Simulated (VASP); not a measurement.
# SnSe2 (P-3m1) in VASP: a series of runs

The runs below take SnSe2 through relaxation of cell and atoms, with PBE+D3(BJ).

Program: VASP 6.6.1. These are calculated values, not measurements. Logs are shortened: lines on timing, memory, paths and dates and some standing lists are left out, and cuts for length are marked.

## (1) The structure

It takes space group P-3m1 (No. 164, trigonal). Conventional cell: a = 3.811 Å, b = 3.811 Å, c = 6.136 Å, α = 90.00°, β = 90.00°, γ = 120.00°. Around Sn (site symmetry -3m) lie 6 Se at 2.68 Å. Se (site symmetry 3m) is surrounded by 3 Sn at 2.68 Å.

## (2) Relaxation of cell and atoms, PBE+D3(BJ)

The input, INCAR:

```
SYSTEM = SnSe2
PREC     = Accurate       ! precision mode
ENCUT    = 600            ! plane-wave cutoff, eV
EDIFF    = 1E-6           ! SCF threshold, eV
ISMEAR   = 0              ! smearing method
SIGMA    = 0.03           ! smearing width, eV
LREAL    = .False.        ! projectors in reciprocal space
LASPH    = .True.         ! aspherical terms in the spheres
NELM     = 80             ! most SCF steps
ALGO     = Normal         ! electronic algorithm
ISIF     = 3              ! what is computed and relaxed
LWAVE    = .False.        ! write WAVECAR
LCHARG   = .False.        ! write CHGCAR
GGA      = PE             ! functional
IVDW     = 12             ! dispersion correction
IBRION   = 2              ! ionic algorithm
NSW      = 90             ! ionic steps
EDIFFG   = -0.01          ! ionic threshold
```

The input, KPOINTS:

```
Automatic mesh
0
Gamma
  9 9 5
  0 0 0
```

The input, POSCAR:

```
SnSe2
1.0
    3.8110000000      0.0000000000      0.0000000000
   -1.9055000000      3.3004228100      0.0000000000
    0.0000000000      0.0000000000      6.1360000000
Sn Se
1 2
Direct
    0.0000000000      0.0000000000      0.0000000000
    0.3333333300      0.6666666700      0.2490000000
    0.6666666700      0.3333333300      0.7510000000
```

Potentials or basis: VASP PAW PBE potentials, release 64 (Sn_d, Se).

Started as:

```
cat potpaw_PBE.64/Sn_d/POTCAR potpaw_PBE.64/Se/POTCAR > POTCAR
mpirun -np 1 vasp_std > vasp.out
```

OUTCAR:

```text
SYSTEM = SnSe2
   PREC = Accurate
   ENCUT = 600
   EDIFF = 1E-6
   ISMEAR = 0
   LREAL = .False.
   LASPH = .True.
   NELM = 80
   ISIF = 3
   GGA = PE
   IVDW = 12
   IBRION = 2
   NSW = 90
   EDIFFG = -0.01
 IVDW          = 12

 ion  position               nearest neighbor table
   1  0.000  0.000  0.000-   2 2.68   3 2.68   2 2.68   3 2.68   3 2.68   2 2.68
   2  0.333  0.667  0.249-   1 2.68   1 2.68   1 2.68
   3  0.667  0.333  0.751-   1 2.68   1 2.68   1 2.68

  LATTYP: Found a hexagonal cell.
 ALAT       =     3.8110000000
 C/A-ratio  =     1.6100760955

  Lattice vectors:

 A1 = (   3.8110000000,   0.0000000000,   0.0000000000)
 A2 = (  -1.9055000000,   3.3004228100,   0.0000000000)
 A3 = (   0.0000000000,   0.0000000000,   6.1360000000)

Analysis of symmetry for initial positions (statically):
=====================================================================
 Subroutine PRICEL returns:
 Original cell was already a primitive cell.

 Routine SETGRP: Setting up the symmetry group for a
 hexagonal supercell.

 Subroutine GETGRP returns: Found 12 space group operations
 (whereof 12 operations were pure point group operations)
 out of a pool of 24 trial point group operations.

The static configuration has the point symmetry D_3d.

Analysis of symmetry for dynamics (positions and initial velocities):
=====================================================================
 Subroutine PRICEL returns:
 Original cell was already a primitive cell.

 Routine SETGRP: Setting up the symmetry group for a
 hexagonal supercell.

 Subroutine GETGRP returns: Found 12 space group operations
 (whereof 12 operations were pure point group operations)
 out of a pool of 24 trial point group operations.

The dynamic configuration has the point symmetry D_3d.

 Subroutine INISYM returns: Found 12 space group operations
 (whereof 12 operations are pure point group operations),
 and found     1 'primitive' translations

----------------------------------------------------------------------------------------

                                     Primitive cell

  volume of cell :      77.1781

  direct lattice vectors                    reciprocal lattice vectors
     3.811000000  0.000000000  0.000000000     0.262398321  0.151495741  0.000000000
    -1.905500000  3.300422810  0.000000000     0.000000000  0.302991482  0.000000000
     0.000000000  0.000000000  6.136000000     0.000000000  0.000000000  0.162972621

  length of vectors
     3.811000000  3.810999997  6.136000000     0.302991482  0.302991482  0.162972621

  position of ions in fractional coordinates (direct lattice)
     0.000000000  0.000000000  0.000000000
     0.333333330  0.666666670  0.249000000
     0.666666670  0.333333330  0.751000000

  ion indices of the primitive-cell ions
   primitive index   ion index
                 1           1
                 2           2
                 3           3

----------------------------------------------------------------------------------------

 KPOINTS: Automatic mesh

Automatic generation of k-mesh.
 Grid dimensions read from file:
 generate k-points for:    9    9    5

 Generating k-lattice:

  Cartesian coordinates                     Fractional coordinates (reciprocal lattice)
     0.029155369  0.016832860  0.000000000     0.111111111 -0.000000000  0.000000000
     0.000000000  0.033665720  0.000000000     0.000000000  0.111111111  0.000000000
     0.000000000  0.000000000  0.032594524     0.000000000  0.000000000  0.200000000

  Length of vectors
     0.033665720  0.033665720  0.032594524

  Shift w.r.t. Gamma in fractional coordinates (k-lattice)
     0.000000000  0.000000000  0.000000000

 Subroutine IBZKPT returns following result:
 ===========================================

 Found     50 irreducible k-points:

 Following reciprocal coordinates:
            Coordinates               Weight
  0.000000  0.000000  0.000000      1.000000
  0.111111 -0.000000  0.000000      6.000000
  0.222222 -0.000000  0.000000      6.000000
  0.333333 -0.000000  0.000000      6.000000
  0.444444 -0.000000  0.000000      6.000000
  0.111111  0.111111  0.000000      6.000000
[... 16 lines left out ...]
  0.222222  0.111111  0.200000     12.000000
 -0.111111  0.333333  0.200000     12.000000
 [... further k-points ...]
   k-points           NKPTS =     50   k-points in BZ     NKDIM =     50   number of bands    NBANDS=     17
   number of dos      NEDOS =    301   number of ions     NIONS =      3
   total plane-waves  NPLWV =  45000
   dimension x,y,z NGX =    30 NGY =   30 NGZ =   50
   dimension x,y,z NGXF=    60 NGYF=   60 NGZF=  100
   ions per type =               1   2
   NGX,Y,Z   is equivalent  to a cutoff of  13.09, 13.09, 13.55 a.u.
   NGXF,Y,Z  is equivalent  to a cutoff of  26.17, 26.17, 27.09 a.u.
 SYSTEM =  SnSe2
   PREC   = accura    normal or accurate (medium, high low for compatibility)
   ISTART =      0    job   : 0-new  1-cont  2-samecut
   ICHARG =      2    charge: 1-file 2-atom 10-const
   ISPIN  =      1    spin polarized calculation?
   LNONCOLLINEAR =      F non collinear calculations
   LSORBIT =      F    spin-orbit coupling
   LASPH  =      T    aspherical Exc in radial PAW
   ENCUT  =  600.0 eV  44.10 Ry    6.64 a.u.   7.61  7.61 12.26*2*pi/ulx,y,z
   NELM   =     80;   NELMIN=  2; NELMDL= -5     # of ELM steps
   EDIFF  = 0.1E-05   stopping-criterion for ELM
   LREAL  =      F    real-space projection
   EDIFFG = -.1E-01   stopping-criterion for IOM
   NSW    =     90    number of steps for IOM
   IBRION =      2    ionic relax: 0-MD 1-quasi-New 2-CG
   NFREE  =      1    steps in history (QN), initial steepest desc. (CG)
   ISIF   =      3    stress and relaxation
   ISYM   =      2    0-nonsym 1-usesym 2-fastsym
   POTIM  = 0.5000    time-step for ionic-motion
   TEBEG  =    0.0;   TEEND  =   0.0 temperature during run
   PSTRESS=    0.0 pullay stress
   NELECT =      26.0000    total number of electrons
   NUPDOWN=      -1.0000    fix difference up-down
   EMIN   =  10.00;   EMAX   =-10.00  energy-range for DOS
   EFERMI =   0.00;   METHOD = LEGACY
   ISMEAR =     0;   SIGMA  =   0.03  broadening in eV -4-tet -1-fermi 0-gaus
   EFERMI_NEDOS =   21; number of points for ismear=-14 and -15
   IALGO  =     38    algorithm
   IMIX   =      4    mixing-type and parameters
     AMIX     =   0.40;   BMIX     =  1.00
     AMIX_MAG =   1.60;   BMIX_MAG =  1.00
  volume/ion in A,a.u.               =      25.73       173.61
  Fermi-wavevector in a.u.,A,eV,Ry     =   1.139116  2.152617 17.654722  1.297585
  Thomas-Fermi vector in A             =   2.275820
   LORBIT       =      0    0 simple, 1 ext, 2 COOP (PROOUT), +10 PAW based schemes
   GGA     = PE    functional components
   LHFCALC =     F    Hartree Fock is set to
   AEXX    =    0.0000 exact exchange contribution
   IVDW    =    12    specifies the selected vdW correction
   LEPSILON=     F    determine dielectric tensor
   LRPA    =     F    only Hartree local field effects (RPA)
 conjugate gradient relaxation of ions
 non-spin polarized calculation
 Gauss-broadening in eV      SIGMA  =   0.03
  energy-cutoff  :      600.00
  volume of cell :       77.18
 maximum number of plane-waves:      2605
   NGX = 15   NGY = 15   NGZ = 25

--------------------------------------- Ionic step        1  -------------------------------------------

 number of electron      25.9999991 magnetization

 Free energy of the ion-electron system (eV)
  ---------------------------------------------------
  ext. energy  EPLUGINS =         0.00000000
  ---------------------------------------------------
  free energy    TOTEN  =       -11.74732506 eV

  energy without entropy =      -11.74732506  energy(sigma->0) =      -11.74732506

------------------------ aborting loop because EDIFF is reached ----------------------------------------

 Edisp (eV)   -1.08284

 E8    (eV) :    -0.4736
[... 108 lines left out ...]
  FREE ENERGIE OF THE ION-ELECTRON SYSTEM (eV)
  ---------------------------------------------------
  free  energy   TOTEN  =       -12.8818463466 eV

  energy  without entropy=      -12.8818463466  energy(sigma->0) =      -12.88184635

 E-fermi :   4.0513     XC(G=0):  -9.3733

 val. band max:        3.9204489906   @ k =   0.1111  -0.0000   0.2000
 cond. band min:       4.5142103076   @ k =   0.0000   0.4444   0.4000
 fundamental gap:      0.5937613170
 Fermi energy:         4.0512599030

 k-point     1 :       0.0000    0.0000    0.0000
  band No.  band energies     occupation
      1     -17.3064      2.00000
      2     -17.3064      2.00000
      3     -17.2685      2.00000
      4     -17.2580      2.00000
      5     -17.2580      2.00000
      6      -9.7989      2.00000
[... 457 lines left out ...]
      4     -17.2568      2.00000
      5     -17.2449      2.00000
      6      -8.9763      2.00000
[... 9 lines left out ...]
     16       8.9998      0.00000
     17      10.2045      0.00000

 [... further k-points ...]

[... ionic steps 4 to 12 ...]

--------------------------------------- Ionic step       13  -------------------------------------------

 number of electron      25.9999996 magnetization

------------------------ aborting loop because EDIFF is reached ----------------------------------------
[... 77 lines left out ...]
--------------------------------------- Ionic step       15  -------------------------------------------

 number of electron      25.9999996 magnetization

 Free energy of the ion-electron system (eV)
  ---------------------------------------------------
  ext. energy  EPLUGINS =         0.00000000
  ---------------------------------------------------
  free energy    TOTEN  =       -11.80561753 eV

  energy without entropy =      -11.80561753  energy(sigma->0) =      -11.80561753

 E-fermi :   4.6102     XC(G=0):  -9.5656

 val. band max:        4.4103590733   @ k =   0.1111  -0.0000   0.0000
 cond. band min:       4.8453846458   @ k =   0.0000   0.4444   0.4000
 fundamental gap:      0.4350255725
 Fermi energy:         4.6102448582

 k-point     1 :       0.0000    0.0000    0.0000
  band No.  band energies     occupation
      1     -16.9711      2.00000
      2     -16.9711      2.00000
      3     -16.9371      2.00000
      4     -16.9259      2.00000
      5     -16.9259      2.00000
      6      -9.5068      2.00000
[... 457 lines left out ...]
      4     -16.9246      2.00000
      5     -16.9134      2.00000
      6      -8.6705      2.00000
[... 9 lines left out ...]
     16       9.3475      0.00000
     17      10.6344      0.00000

 [... further k-points ...]

------------------------ aborting loop because EDIFF is reached ----------------------------------------

 Edisp (eV)   -1.09206

 E8    (eV) :    -0.4780
[... 26 lines left out ...]
  FREE ENERGIE OF THE ION-ELECTRON SYSTEM (eV)
  ---------------------------------------------------
  free  energy   TOTEN  =       -12.8976796212 eV

  energy  without entropy=      -12.8976796212  energy(sigma->0) =      -12.89767962

 reached required accuracy - stopping structural energy minimisation
```

It took 3.8 min on 1 thread of AMD EPYC 9R45 (Zen 5), shared host; peak memory 0.25 GiB.

Results:

* Free energy: -12.8977 eV
* Relaxed volume: 25.57 Å³/atom
* Relaxed cell: a = 3.839 Å, b = 3.839 Å, c = 6.009 Å, α = 90.00°, β = 90.00°, γ = 120.00°
* Space group after relaxing (to 0.05 Å): P-3m1 (No. 164)
* Energy gained by relaxing: 22.5 meV/atom
* Ionic steps: 15
* Pressure after relaxing: 0.0 GPa
* Largest force after relaxing: 0.009 eV/Å
* Band gap on the k mesh: 0.43 eV, indirect (least direct gap 0.82 eV)
* Dispersion energy per atom: -0.364 eV

Forces in eV/Å, atoms in the order of the input:
```
Sn   0.000  0.000  0.000
Se   0.000  0.000 -0.009
Se   0.000  0.000  0.009
```

Step by step:
```tsv
step	energy change (eV)	largest force (eV/Å)	pressure (GPa)	volume (Å³)
1	0.0000	0.8170	3.32	77.18
2	-0.0197	0.2899	-2.87	83.28
3	-0.0517	0.1634	-0.43	80.49
4	-0.0517	0.1750	-0.35	80.42
5	-0.0556	0.1286	-0.22	79.88
6	-0.0575	0.0774	-0.05	79.31
7	-0.0576	0.0634	0.00	79.15
8	-0.0596	0.0466	-0.06	78.93
9	-0.0641	0.0018	-0.24	78.26
10	-0.0665	0.0943	-0.45	76.89
11	-0.0668	0.0664	-0.38	77.28
12	-0.0669	0.0461	0.41	76.18
13	-0.0675	0.0072	0.05	76.70
14	-0.0675	0.0101	0.00	76.73
15	-0.0675	0.0087	0.02	76.71
```

Final structure:
```
CELL_PARAMETERS angstrom
3.83942 0.00000 0.00000
-1.91971 3.32504 0.00000
0.00000 0.00000 6.00918
ATOMIC_POSITIONS crystal
Sn 0.00000 0.00000 0.00000
Se 0.33333 0.66667 0.26558
Se 0.66667 0.33333 0.73442
```

Levels at points of the mesh, in eV from the valence-band top:
```
           k point  band 9  band 10  band 11  band 12  band 13  band 14  band 15  band 16  band 17
(0.00, 0.00, 0.00)   -0.70    -0.70    -0.54    -0.54    -0.10     0.71     2.94     4.50     4.50
```

Caveat: spin-orbit coupling is left out, which moves the levels of the heavy elements; an odd mesh through Γ misses points on the zone boundary, where band edges often lie.

(Continued in part 2 of 2.)
